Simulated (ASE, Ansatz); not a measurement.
## Structural relaxation of random fluorite-type (Ce, Zr, Sn, Hf)O2 solid solution (324 atoms)

Aim: bring random fluorite-type (Ce, Zr, Sn, Hf)O2 solid solution (324 atoms) to a nearby minimum of the energy and see what moves.

Method: Kohn-Sham DFT, PBE, PAW (set soft_2), plane waves, in Ansatz 0.2.0.

### 1. The starting structure

The cell holds 324 atoms: 27 Sn, 216 O, 27 Ce, 27 Zr and 27 Hf. Its edges and angles: a = 15.465 Å, b = 15.465 Å, c = 15.465 Å, α = 90.0°, β = 90.0°, γ = 90.0°. It derives from CeO2 and HfO2, ZrO2 and SnO2. Fluorite-type lattice (a = 5.155 Å, the mean of the end members), 3 x 3 x 3 cells, metal sites filled at random with 27 Ce, 27 Zr, 27 Sn, 27 Hf; every coordinate displaced by a Gaussian of 0.02 Å.

Before any run, some limits are plain. The host structure and its lattice constant were typed by rule, without a check against the phase diagram. The main run has no spin polarisation, so moments on Ce can't form in it, and no Hubbard term. Sampling is at Γ alone, for a cell whose shortest periodic width is 15 Å. Spin–orbit coupling is left out, which matters for the levels of the heavy elements.

### 2. Single point at the start

The forces at the start show how far the geometry lies from a minimum of this functional.

Contents of input.yaml:

```yaml
crystal:
  lattice:
    - [15.465, 0.0, 0.0]
    - [0.0, 15.465, 0.0]
    - [0.0, 0.0, 15.465]
  atoms:
    - { symbol: Sn, position: [0.99825, 0.99989, 0.00058] }
    - { symbol: O, position: [0.08394, 0.08185, 0.08506] }
    - { symbol: O, position: [0.2501, 0.25184, 0.2499] }
    - { symbol: Sn, position: [0.001, 0.16491, 0.16882] }
    - { symbol: O, position: [0.08363, 0.24795, 0.24759] }
    - { symbol: O, position: [0.24874, 0.08107, 0.08339] }
    - { symbol: Ce, position: [0.16752, 0.00185, 0.16695] }
    - { symbol: O, position: [0.25121, 0.08145, 0.24966] }
    - { symbol: O, position: [0.0849, 0.24903, 0.08171] }
    - { symbol: Zr, position: [0.16658, 0.16935, 0.9996] }
    - { symbol: O, position: [0.24976, 0.25078, 0.08153] }
    - { symbol: O, position: [0.08187, 0.08366, 0.25127] }
    - { symbol: Hf, position: [0.99996, 0.00067, 0.33045] }
    - { symbol: O, position: [0.0855, 0.08287, 0.4178] }
    - { symbol: O, position: [0.25077, 0.25277, 0.58393] }
    - { symbol: Ce, position: [0.99779, 0.16731, 0.50106] }
    - { symbol: O, position: [0.08253, 0.24908, 0.58257] }
    - { symbol: O, position: [0.25048, 0.08278, 0.41553] }
    - { symbol: Ce, position: [0.16794, 0.00017, 0.50063] }
    - { symbol: O, position: [0.25066, 0.08291, 0.58415] }
    - { symbol: O, position: [0.0827, 0.24968, 0.41702] }
    - { symbol: Hf, position: [0.16898, 0.16622, 0.33313] }
    - { symbol: O, position: [0.24706, 0.25049, 0.41745] }
    - { symbol: O, position: [0.08434, 0.08379, 0.58336] }
    - { symbol: Sn, position: [0.99828, 0.00188, 0.66786] }
    - { symbol: O, position: [0.0828, 0.08313, 0.74915] }
    - { symbol: O, position: [0.24933, 0.24694, 0.91566] }
    - { symbol: Hf, position: [0.00065, 0.16833, 0.83494] }
    - { symbol: O, position: [0.08197, 0.25007, 0.91609] }
    - { symbol: O, position: [0.25012, 0.08428, 0.74831] }
    - { symbol: Ce, position: [0.16815, 0.99949, 0.83406] }
    - { symbol: O, position: [0.2482, 0.08493, 0.91521] }
    [... 286 atom lines left out ...]
    - { symbol: Zr, position: [0.83232, 0.6647, 0.83189] }
    - { symbol: O, position: [0.9172, 0.75121, 0.91517] }
    - { symbol: O, position: [0.74787, 0.91651, 0.74937] }
    - { symbol: Ce, position: [0.8302, 0.83401, 0.66857] }
    - { symbol: O, position: [0.91435, 0.91783, 0.74892] }
    - { symbol: O, position: [0.74989, 0.74981, 0.91566] }
kpoints:
  mp_grid: { grid: [1, 1, 1] }
hamiltonian:
  xc: pbe
scf:
  occupations: { method: fixed }
output:
  forces: true
  stress: true
  populations: true
  dos:
    method: { smearing: { sigma: 0.08 } }
    de: 0.1
    projected: { site_lists: { Ce: [Ce], Hf: [Hf], O: [O], Sn: [Sn], Zr: [Zr] } }
  eigenvalues: true
```

On the command line:

```console
$ ansatz run input.yaml --threads 32 --pin off --max-ram 143360MiB --backend cuda --events-out ev --progress --plain --runs-dir out
```

Numbers of over 12 decimals in the logs are rounded to 6 here.

The log of the run:

```text
Ce: projections on atomic orbitals take those of the free atom [Kr 4d10] 4f1 5s2 5p6 5d1 6s2, of charge +0.00 (hamiltonian.pseudopotentials.projection_atoms); the dataset's partial waves leave at most 1.4e-5 of an orbital's norm unspanned inside its sphere
Engine: ansatz 0.2.0, aarch64-unknown-linux-gnu
Pseudopotentials: kind: paw
Pseudopotential: Sn, paw, valence charge 14, recommended cutoff 420 eV (normal), Sn.paw.azcp
Pseudopotential: O, paw, valence charge 6, recommended cutoff 420 eV (normal), O.paw.azcp
Pseudopotential: Ce, paw, valence charge 12, recommended cutoff 420 eV (normal), Ce.paw.azcp
Pseudopotential: Zr, paw, valence charge 12, recommended cutoff 420 eV (normal), Zr.paw.azcp
Pseudopotential: Hf, paw, valence charge 26, recommended cutoff 420 eV (normal), Hf.paw.azcp
[... 5 lines on functional and potentials left out ...]
device memory: the entry about to start is reckoned to put 16.6 GiB on a device that reports 182.5 GiB free
GPU FFT provider: cuFFT
GPU libraries: cuBLAS 13.8.1, cuFFT 12.4.0, cuSOLVER 12.3.2
GPU matrix products: emulated (plane waves: as basis.precision tells), large ones in fixed point in workspaces of 1.00 GiB
Crystal: 324 atoms, lattice volume = 3698.706 Å³
Basis set: ecut = 420 eV, 72455 PW (Γ), exchange–correlation on 216×216×216 points (8 copies of the dense FFT grid, shifted against one another)
Bands: 1836, of which v1, the nominal top of the filled ones, is band 1512 counted from 1 (1511 counted from 0)
Symmetry: 1 space group operations
Space group: P1 (ITA 1), of the structure as read, at distance tolerance 1.5e-4 Å
k-points: 1
[... 11 lines on functional and potentials left out ...]
Initial density: superposition of atomic densities (neutral atoms: chi_scale 0, normalization atom), corrected by the library's trained network
Initial wavefunctions: pseudopotential atomic-orbital guess
GPU buffer pool allocated for 1259712 grid points (all kernels)
GPU transforms: local potential and band sums: pruned to the plane-wave sphere, on 108×108×108
Functional: x = pbe(κ = 0.804, μ = 0.219515), c = pbe(β = 0.066725)
SCF iter   1: F=—  HF=-1000566.437106 eV  |F-HF|=—  |Δ(HF+E_count)|=         —  Δρ=5.75e-3  dr2=1.09e0  ethr=1.77e-3  ⟨swp⟩=5.0  Hψ=5302  notcnv=0  defer=317
preconditioner: auto → Resta (q_TF=auto, 2.638 Å⁻¹)  ε∞=5.8  [insulator: Δε(μ)=2.085 eV  Ē_g=14.974 eV  n_scr=1188 (ndim 8)  ℏωp=33.0 eV  f_vac=0.039  ε∞_Penn≈5.8]
SCF iter   2: F=—  HF=-1000566.293823 eV  |F-HF|=—  |Δ(HF+E_count)|=   1.43e-1  Δρ=3.15e-3  dr2=2.34e-1  ethr=3.59e-5  ⟨swp⟩=3.0  Hψ=3639  notcnv=0  defer=322
SCF iter   3: F=—  HF=-1000566.323876 eV  |F-HF|=—  |Δ(HF+E_count)|=   3.01e-2  Δρ=1.81e-3  dr2=1.27e-1  ethr=7.73e-6  ⟨swp⟩=4.0  Hψ=3022  notcnv=0  defer=318
SCF iter   4: F=—  HF=-1000566.313658 eV  |F-HF|=—  |Δ(HF+E_count)|=   1.02e-2  Δρ=7.07e-4  dr2=1.89e-2  ethr=4.20e-6  ⟨swp⟩=3.0  Hψ=3573  notcnv=0  defer=322
SCF iter   5: F=—  HF=-1000566.325333 eV  |F-HF|=—  |Δ(HF+E_count)|=   1.17e-2  Δρ=2.52e-4  dr2=3.02e-3  ethr=6.24e-7  ⟨swp⟩=2.0  Hψ=2982  notcnv=0  defer=322
SCF iter   6: F=—  HF=-1000566.318500 eV  |F-HF|=—  |Δ(HF+E_count)|=   6.83e-3  Δρ=1.71e-4  dr2=1.44e-3  ethr=9.99e-8  ⟨swp⟩=2.0  Hψ=3036  notcnv=0  defer=322
SCF iter   7: F=—  HF=-1000566.319024 eV  |F-HF|=—  |Δ(HF+E_count)|=   5.24e-4  Δρ=1.13e-4  dr2=5.65e-4  ethr=4.75e-8  ⟨swp⟩=2.0  Hψ=2982  notcnv=0  defer=322
SCF iter   8: F=—  HF=-1000566.319095 eV  |F-HF|=—  |Δ(HF+E_count)|=   7.07e-5  Δρ=3.36e-5  dr2=3.47e-5  ethr=1.87e-8  ⟨swp⟩=2.0  Hψ=2982  notcnv=0  defer=321
SCF iter   9: F=—  HF=-1000566.320876 eV  |F-HF|=—  |Δ(HF+E_count)|=   1.78e-3  Δρ=1.82e-5  dr2=1.19e-5  ethr=1.15e-9  ⟨swp⟩=2.0  Hψ=3348  notcnv=0  defer=314
SCF iter  10: F=—  HF=-1000566.320882 eV  |F-HF|=—  |Δ(HF+E_count)|=   5.62e-6  Δρ=9.44e-6  dr2=3.66e-6  ethr=3.93e-10  ⟨swp⟩=2.0  Hψ=3027  notcnv=0  defer=314
SCF iter  11: F=—  HF=-1000566.320883 eV  |F-HF|=—  |Δ(HF+E_count)|=   9.28e-7  Δρ=4.66e-6  dr2=8.23e-7  ethr=1.21e-10  ⟨swp⟩=2.0  Hψ=3034  notcnv=0  defer=314
SCF iter  12: F=—  HF=-1000566.320883 eV  |F-HF|=—  |Δ(HF+E_count)|=   2.17e-7  Δρ=1.85e-6  dr2=1.18e-7  ethr=2.72e-11  ⟨swp⟩=2.0  Hψ=3026  notcnv=0  defer=314
SCF iter  13: F=-1000566.320883 eV  HF=-1000566.320883 eV  |F-HF|=3.56e-8  |Δ(HF+E_count)|=   1.39e-7  Δρ=1.38e-6  dr2=8.09e-8  ethr=3.31e-12  ⟨swp⟩=14.0  Hψ=8150  notcnv=0
SCF 1 converged in 13 iterations: F = -1000566.320883 eV  dr2 = 8.09e-8
  greatest PAW one-centre occupation: 0.999 electrons in one spin orbital (limit 2), on the Hf atom at site 72 (counted from 0), in its partial waves of l = 3
SCF converged after 13 iterations
Free energy (F): -1000566.320883 eV
Harris-Foulkes:  -1000566.320883 eV  (|F-HF|=3.56e-8)
Internal energy: -1000566.320883 eV  (E = F + TS)
E sigma→0 (E₀):  -1000566.320883 eV
Fermi energy:    12.822303 eV
--- Per-component energies (eV) ---
  E_band       = -735.907692
  E_kinetic    = 74207.558971
  E_local      = -277928.434293  (includes V_loc(G=0)·N_el)
  E_nonlocal   = -23753.697697
  E_hartree    = 124657.592779
  E_xc         = -45088.957902
  E_vxc        = -42421.874726  (∫ρ·V_xc dr)
  E_paw        = -560514.362190  (= ΣΔE_a)
  E_vpaw       = 19844.817729  (= ΣTr[D̂ρ^β])
  E_aug_tail   = 0.525481  (compensation charges beyond the density's cutoff)
  E_ewald      = -292146.546033
  E_smearing   = -0.000000  (= −TS)
  E_closure    = 0.000000  (closes the sum)
  Σ components = -1000566.320883   (vs F -1000566.320883, Δ=0.00e0)
--- Forces (eV/Å), atoms counted from 1 ---
[... 324 lines of forces left out ...]
  max |Σ_I F_I| component: 5.25e-5 eV/Å
--- Stress (GPa, compression-positive) ---
        8.728378      -0.139567      -0.089070
       -0.139567       8.605396      -0.124754
       -0.089070      -0.124754       8.649718
  P = ⅓ Tr σ = 8.6612 GPa (86.612 kbar)
--- Band table (eV) ---
[... left out ...]
--- Löwdin populations: 324 sites ---
  site symbol       q [e]
[... 324 lines, one an atom, left out ...]
  spilling = 0.003338 (of n_electrons = 3024.000000)
```

Wall time 5.5 s (1 × NVIDIA GB200 with 32 threads of Arm Neoverse V2, shared host); peak memory 3.1 GiB; 20 s of CPU time.

That memory is the host's; the program planned up to 16.6 GiB on the GPU. Forces of this run were stored rounded, and per-atom blocks of the log weren't kept.

Read from the output:

```
free energy                                      : -1000566.3209 eV
free energy per atom                             : -3088.1677 eV/atom
SCF cycles                                       : 13
pressure                                         : 8.661 GPa
r.m.s. force component                           : 0.8394 eV/Å
longest force                                    : 2.921 eV/Å
Fermi energy                                     : 12.82 eV
gap (highest filled to lowest empty level) : 2.03 eV
spilling of the projection                       : 0.003338
```

The r.m.s. force component of 0.84 eV/Å and the pressure of 8.7 GPa set the starting point.

Length of the force by element:

```csv
element,coordination,atoms,mean length of the force (eV/Å),spread,least,most
Ce,all,27,1.13,0.332,0.585,1.88
Hf,all,27,0.625,0.239,0.228,1.41
O,all,216,1.52,0.717,0.128,2.92
Sn,all,27,0.656,0.237,0.271,1.15
Zr,all,27,0.570,0.228,0.158,1.04
```

### 3. Relaxation

With the cell held, the atoms are moved downhill towards a nearby minimum.

input.yaml, the sections that differ from step 2:

```yaml
output:
  forces: true
relax:
  f_tol: 0.05
  max_steps: 200
# crystal, kpoints, hamiltonian, scf: as in step 2
```

The log of the run:

```text
[...]
GPU FFT provider: cuFFT
GPU libraries: cuBLAS 13.8.1, cuFFT 12.4.0, cuSOLVER 12.3.2
[...]
Crystal: 324 atoms, lattice volume = 3698.706 Å³
Basis set: ecut = 420 eV, 72455 PW (Γ), exchange–correlation on 216×216×216 points (8 copies of the dense FFT grid, shifted against one another)
Bands: 1836, of which v1, the nominal top of the filled ones, is band 1512 counted from 1 (1511 counted from 0)
Symmetry: 1 space group operations
[...]
k-points: 1
[...]
GPU buffer pool allocated for 1259712 grid points (all kernels)
[...]
SCF iter   1: F=—  HF=-1000566.368142 eV  |F-HF|=—  |Δ(HF+E_count)|=         —  Δρ=5.73e-3  dr2=1.09e0  ethr=1.77e-3  ⟨swp⟩=4.0  Hψ=5278  notcnv=0  defer=317
[...]
SCF iter   8: F=-1000566.320868 eV  HF=-1000566.320827 eV  |F-HF|=4.17e-5  |Δ(HF+E_count)|=   6.82e-5  Δρ=3.39e-5  dr2=3.51e-5  ethr=2.07e-9  ⟨swp⟩=4.0  Hψ=6414  notcnv=0
SCF 1 converged in 8 iterations: F = -1000566.320868 eV  dr2 = 3.51e-5
[...]
relax step   1: F+E_penalty+E_count = -1000566.32086830 eV  Δ(F+E_penalty+E_count) = +0.000e0 eV  max|allowed force component| = 2.547e0 eV/Å  Δτ_max = 0.0000 Å  (8 SCF iters, dr2 threshold 6.25e-5 eV, accepted)
[... from here on, the SCF cycles and remarks between the steps are left out ...]
relax step   2: F+E_penalty+E_count = -1000580.15572030 eV  Δ(F+E_penalty+E_count) = -1.383e1 eV  max|allowed force component| = 1.244e0 eV/Å  Δτ_max = 0.1991 Å  (10 SCF iters, dr2 threshold 1.00e-4 eV, accepted)
relax step   3: F+E_penalty+E_count = -1000583.81164987 eV  Δ(F+E_penalty+E_count) = -3.656e0 eV  max|allowed force component| = 8.878e-1 eV/Å  Δτ_max = 0.2000 Å  (9 SCF iters, dr2 threshold 9.68e-5 eV, accepted)
relax step   4: F+E_penalty+E_count = -1000586.36011082 eV  Δ(F+E_penalty+E_count) = -2.548e0 eV  max|allowed force component| = 1.146e0 eV/Å  Δτ_max = 0.2000 Å  (9 SCF iters, dr2 threshold 1.00e-4 eV, accepted)
relax step   5: F+E_penalty+E_count = -1000588.73678794 eV  Δ(F+E_penalty+E_count) = -2.377e0 eV  max|allowed force component| = 4.333e-1 eV/Å  Δτ_max = 0.2000 Å  (9 SCF iters, dr2 threshold 1.00e-4 eV, accepted)
relax step   6: F+E_penalty+E_count = -1000590.29147583 eV  Δ(F+E_penalty+E_count) = -1.555e0 eV  max|allowed force component| = 2.188e-1 eV/Å  Δτ_max = 0.2000 Å  (9 SCF iters, dr2 threshold 2.68e-5 eV, accepted)
relax step   7: F+E_penalty+E_count = -1000590.73314427 eV  Δ(F+E_penalty+E_count) = -4.417e-1 eV  max|allowed force component| = 1.642e-1 eV/Å  Δτ_max = 0.2000 Å  (10 SCF iters, dr2 threshold 6.84e-6 eV, accepted)
relax step   8: F+E_penalty+E_count = -1000590.91785139 eV  Δ(F+E_penalty+E_count) = -1.847e-1 eV  max|allowed force component| = 3.645e-1 eV/Å  Δτ_max = 0.2000 Å  (11 SCF iters, dr2 threshold 6.88e-6 eV, accepted)
relax step   9: F+E_penalty+E_count = -1000591.22176836 eV  Δ(F+E_penalty+E_count) = -3.039e-1 eV  max|allowed force component| = 2.432e-1 eV/Å  Δτ_max = 0.2000 Å  (8 SCF iters, dr2 threshold 7.48e-5 eV, accepted)
relax step  10: F+E_penalty+E_count = -1000591.35471017 eV  Δ(F+E_penalty+E_count) = -1.329e-1 eV  max|allowed force component| = 2.021e-1 eV/Å  Δτ_max = 0.2000 Å  (9 SCF iters, dr2 threshold 2.63e-5 eV, accepted)
relax step  11: F+E_penalty+E_count = -1000591.42963289 eV  Δ(F+E_penalty+E_count) = -7.492e-2 eV  max|allowed force component| = 2.644e-1 eV/Å  Δτ_max = 0.2000 Å  (10 SCF iters, dr2 threshold 1.82e-5 eV, accepted)
relax step  12: F+E_penalty+E_count = -1000591.49219283 eV  Δ(F+E_penalty+E_count) = -6.256e-2 eV  max|allowed force component| = 1.152e-1 eV/Å  Δτ_max = 0.0497 Å  (7 SCF iters, dr2 threshold 4.83e-5 eV, accepted)
relax step  13: F+E_penalty+E_count = -1000591.51427451 eV  Δ(F+E_penalty+E_count) = -2.208e-2 eV  max|allowed force component| = 1.718e-1 eV/Å  Δτ_max = 0.1508 Å  (11 SCF iters, dr2 threshold 2.52e-6 eV, accepted)
relax step  14: F+E_penalty+E_count = -1000591.56512818 eV  Δ(F+E_penalty+E_count) = -5.085e-2 eV  max|allowed force component| = 1.118e-1 eV/Å  Δτ_max = 0.0776 Å  (9 SCF iters, dr2 threshold 5.60e-6 eV, accepted)
relax step  15: F+E_penalty+E_count = -1000591.49805332 eV  Δ(F+E_penalty+E_count) = +6.707e-2 eV  max|allowed force component| = 4.615e-1 eV/Å  Δτ_max = 0.2000 Å  (10 SCF iters, dr2 threshold 5.29e-6 eV, rejected (line search))
relax step  16: F+E_penalty+E_count = -1000591.56688710 eV  Δ(F+E_penalty+E_count) = -1.759e-3 eV  max|allowed force component| = 2.445e-1 eV/Å  Δτ_max = 0.0653 Å  (13 SCF iters, accepted)
relax step  17: F+E_penalty+E_count = -1000591.58352268 eV  Δ(F+E_penalty+E_count) = -1.664e-2 eV  max|allowed force component| = 4.545e-2 eV/Å  Δτ_max = 0.0482 Å  (8 SCF iters, dr2 threshold 2.53e-5 eV, accepted)
relax step  18: F+E_penalty+E_count = -1000591.58352485 eV  Δ(F+E_penalty+E_count) = -2.171e-6 eV  max|allowed force component| = 4.542e-2 eV/Å  Δτ_max = 0.0000 Å  (5 SCF iters, accepted)
SCF converged after 5 iterations
Free energy (F): -1000591.583525 eV
[...]
Internal energy: -1000591.583525 eV  (E = F + TS)
E sigma→0 (E₀):  -1000591.583525 eV
Fermi energy:    12.553881 eV
[...]
--- Forces (eV/Å), atoms counted from 1 ---
[... 324 lines of forces left out ...]
  max |Σ_I F_I| component: 4.98e-5 eV/Å
--- Relaxed structure (18 steps of the walk, 17 accepted, 0 SCFs on fresh bases) ---
  F+E_penalty+E_count = -1000591.58352485 eV   max|allowed force component| = 4.542e-2 eV/Å
  atoms:
[... 324 atom lines left out ...]
```

Run time: 51 s. Hardware: 1 × NVIDIA GB200 with 32 threads; peak memory 2.3 GiB; 3.3 min of CPU time.

That memory is the host's; the program planned up to 16 GiB on the GPU.

Step by step:

```csv
step,energy less that of the first step (eV),largest force component (eV/Å)
1,0.0000,2.5470
2,-13.8349,1.2444
3,-17.4908,0.8878
4,-20.0392,1.1461
5,-22.4159,0.4333
6,-23.9706,0.2188
7,-24.4123,0.1642
8,-24.5970,0.3645
9,-24.9009,0.2432
10,-25.0338,0.2021
11,-25.1088,0.2644
12,-25.1713,0.1152
13,-25.1934,0.1718
14,-25.2443,0.1118
15,-25.1772,0.4615
16,-25.2460,0.2445
17,-25.2627,0.0454
18,-25.2627,0.0454
```

Relaxation step 15 was tried and not accepted.

The atoms that moved most (Å):

```csv
atom,dx,dy,dz,length
O96,0.388,0.463,-0.391,0.720
O224,-0.451,-0.407,0.267,0.664
O218,0.337,0.204,0.477,0.619
O273,0.287,-0.425,0.339,0.615
O219,-0.237,-0.438,-0.341,0.604
O146,-0.468,0.187,-0.331,0.603
O44,0.291,0.421,0.289,0.587
O228,-0.455,0.122,0.348,0.585
```

The relaxation changed the energy by -78.0 meV/atom, and atoms moved by 0.28 Å r.m.s., 0.72 Å at most.

### 4. Structure statistics after relaxation

Bonds before and after, by the cutoffs listed below:

```csv
pair,bonds before,bonds after,mean before (Å),mean after (Å),spread before (Å),spread after (Å)
O-Ce,216,216,2.232,2.311,0.031,0.090
O-Hf,216,210,2.233,2.193,0.029,0.118
O-Sn,216,176,2.233,2.133,0.032,0.113
O-Zr,216,213,2.232,2.213,0.030,0.146
```

Density 7.96 g/cm³, 11.42 Å³ an atom.

g(r), total and by pair (bins of 0.2 Å):

```csv
r (Å),total,O-O,O-Ce,O-Hf,O-Sn,O-Zr,Ce-Ce
1.90,0.04,0.00,0.00,0.06,0.26,0.06,0.00
2.10,2.46,0.00,1.24,6.70,7.67,6.58,0.00
2.30,1.86,0.02,7.52,3.85,1.64,3.65,0.00
2.50,1.64,2.90,1.51,0.49,0.45,0.69,0.00
2.70,1.37,2.89,0.00,0.07,0.63,0.10,0.00
2.90,0.22,0.32,0.00,0.12,0.47,0.09,0.00
3.10,0.28,0.62,0.00,0.00,0.03,0.00,0.00
3.30,0.42,0.94,0.00,0.00,0.00,0.00,0.00
3.50,1.02,1.30,0.00,0.00,0.00,0.00,0.63
3.70,1.60,1.44,0.18,0.22,0.22,0.24,9.23
3.90,0.87,1.19,0.61,0.61,0.70,0.64,0.00
4.10,1.32,0.71,2.05,2.46,2.20,2.31,0.00
4.30,2.00,0.97,3.59,3.28,3.70,3.50,0.00
4.50,1.32,0.97,2.25,2.14,1.66,2.02,0.00
4.70,0.37,0.52,0.25,0.29,0.43,0.29,0.00
4.90,0.17,0.31,0.00,0.00,0.07,0.00,0.00
5.10,0.67,0.96,0.07,0.11,0.14,0.07,2.14
5.30,0.87,1.04,0.72,0.61,0.68,0.72,1.18
5.50,1.25,1.06,1.85,1.73,1.63,1.80,0.00
5.70,1.40,1.25,1.92,1.98,1.84,1.80,0.00
5.90,0.88,1.40,0.45,0.56,0.65,0.60,0.00
6.10,0.91,1.56,0.16,0.21,0.23,0.16,0.43
6.30,1.50,1.69,0.26,0.34,0.40,0.37,6.79
6.50,1.20,1.03,1.17,1.27,1.21,1.31,1.36
6.70,1.00,0.38,2.01,1.84,1.82,1.78,0.00
6.90,0.63,0.23,1.25,1.13,1.09,1.23,0.00
7.10,0.45,0.47,0.39,0.42,0.50,0.37,0.47
7.30,0.85,0.79,0.51,0.62,0.76,0.55,1.97
```

Bonds by pair of elements; cutoffs follow the first minimum of g(r), held within bounds set by covalent radii, and pairs that aren't listed don't count as bonded:

```csv
pair A-B,cutoff (Å),bonds,mean length (Å),spread (Å),shortest (Å),B about A,A about B
O-Ce,2.88,216,2.31,0.09,2.11,1,8
O-Hf,2.73,210,2.19,0.118,1.98,0.972,7.78
O-Sn,2.52,176,2.13,0.113,1.97,0.815,6.52
O-Zr,2.83,213,2.21,0.146,1.99,0.986,7.89
```

How many atoms have how many bonded neighbours:

```csv
element,mean,3,4,5,6,7,8
Ce,8,0,0,0,0,0,27
Hf,7.78,0,0,0,0,6,21
O,3.77,49,167,0,0,0,0
Sn,6.52,0,0,1,11,15,0
Zr,7.89,0,0,0,0,3,24
```

Bond angles (no mean is given where the spread exceeds 20°):

```csv
angle,count,mean (°),spread (°)
O-Ce-O,756,-,-
O-Zr-O,735,-,-
O-Hf-O,714,-,-
O-Sn-O,490,-,-
Ce-O-Hf,179,109,5.2
```

Bond length by coordination (bonds to H left out):

```csv
element,coordination,atoms,mean bond length (Å)
Hf,7,6,2.15
Hf,8,21,2.20
O,3,49,2.11
O,4,167,2.24
Sn,5,1,2.05
Sn,6,11,2.10
Sn,7,15,2.16
Zr,7,3,2.16
Zr,8,24,2.22
```

For some of the pairs, g(r) has its first main peak near 2.59 Å (O-O), 2.29 Å (O-Ce), 2.15 Å (O-Hf), 2.09 Å (O-Sn), 2.15 Å (O-Zr) and 3.68 Å (Ce-Ce). With the cutoffs above, all Ce atoms have 8, 78 % of Hf atoms have 8, 77 % of O atoms have 4 and 56 % of Sn atoms have 7 bonded neighbours.

(Part 1 of 2 ends here.)

[Logs are printed without paths, hosts, clocks, repeated set-up lines and the standing remarks that a program may print on its own settings, such as how far it seeks lower states.]

[Hosts, paths, dates, database ids (printed as entryN), source tags and the programs' standing remarks are cut or masked in the printed files.]
